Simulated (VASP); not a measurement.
**A VASP 6.6.1 single-point calculation on ZnS**

INCAR

```
IBRION = -1
LREAL = .FALSE.
ISMEAR = 0
PREC = Accurate
NSW = 0
NBANDS = 16
METAGGA = R2SCAN
LWAVE = .FALSE.
EDIFF = 1E-7
LASPH = .TRUE.
NELM = 59
ENCUT = 520
ALGO = Eigenval
LCHARG = .FALSE.
ISIF = 2
SIGMA = 0.01
```

KPOINTS

```
KPOINTS created by Atomic Simulation Environment
0
Gamma
8 8 8
0 0 0
```

POSCAR

```
Zn S
 1.0000000000000000
     0.0000000000000000    2.6940858315445904    2.6940858315445904
     2.6940858315445904    0.0000000000000000    2.6940858315445904
     2.6940858315445904    2.6940858315445904    0.0000000000000000
 Zn  S
   1   1
Cartesian
  0.0000000000000000  0.0000000000000000  0.0000000000000000
  1.3470429157722950  1.3470429157722950  1.3470429157722950
```

The recommended PBE PAW datasets give the neutral cell 18 valence electrons.

Command

```
mpirun -np 1 vasp_std
```

OSZICAR

```
N       E                     dE             d eps       ncg     rms          rms(c)
EIG:   1     0.121752486198E+04    0.12175E+04    0.00000E+00     0   0.000E+00
EIG:   2     0.121752486198E+04   -0.10004E-09    0.00000E+00     0   0.000E+00
EIG:   3     0.121752486198E+04    0.49795E-10    0.00000E+00     0   0.000E+00
EIG:   4     0.121752486198E+04    0.28194E-10    0.00000E+00     0   0.000E+00
EIG:   5     0.121752486198E+04   -0.27285E-10    0.00000E+00     0   0.000E+00    0.263E+02
EIG:   6     0.149804701333E+04    0.28052E+03    0.00000E+00     0   0.000E+00    0.159E+02
EIG:   7     0.170192121735E+04    0.20387E+03    0.00000E+00     0   0.000E+00    0.893E+00
EIG:   8     0.170454656562E+04    0.26253E+01    0.00000E+00     0   0.000E+00    0.433E-01
EIG:   9     0.170455880717E+04    0.12242E-01    0.00000E+00     0   0.000E+00    0.213E-01
EIG:  10     0.170456031913E+04    0.15120E-02    0.00000E+00     0   0.000E+00    0.648E-03
EIG:  11     0.170456032164E+04    0.25079E-05    0.00000E+00     0   0.000E+00    0.362E-03
EIG:  12     0.170456032266E+04    0.10205E-05    0.00000E+00     0   0.000E+00    0.232E-04
EIG:  13     0.170456032267E+04    0.11671E-07    0.00000E+00     0   0.000E+00
   1 F= 0.17045603E+04 E0= 0.17045605E+04  d E =-.401766E-03
```

Standard output (part)

```
POSCAR found type information on POSCAR ZnS
 POSCAR found :  2 types and       2 ions
 LDA part: xc-table for (None), standard interpolation
 POSCAR, INCAR and KPOINTS ok, starting setup
 WAVECAR not read
 entering main loop
|     Your highest band is occupied at some k-points! Unless you are          |
|     performing a calculation for an insulator or semiconductor, without     |
|     unoccupied bands, you have included TOO FEW BANDS!! Please increase     |
|     the parameter NBANDS in file INCAR to ensure that the highest band      |
|     is unoccupied at all k-points. It is always recommended to include      |
|     a few unoccupied bands to accelerate the convergence of                 |
|     molecular-dynamics runs (even for insulators or semiconductors),        |
|     since the presence of unoccupied bands improves wavefunction            |
|     prediction and helps to suppress 'band-crossings'.                      |
```

It converged. Results: gap between bands v and c on the k mesh -28.54 eV (bands overlap: a metal); least direct gap on the k mesh -16.87 eV; pressure 1056.6 GPa. Band v is the last that the valence electrons fill when counted band by band, and c is the next.

Question: Why shouldn't this run be trusted?

Answer: No self-consistency without orbitals. On sound settings r²SCAN gives a gap of 2.72 eV on its mesh and a pressure of 0.1 GPa for the intended cell. This run's energy (σ→0) differs from it by 861713 meV an atom.
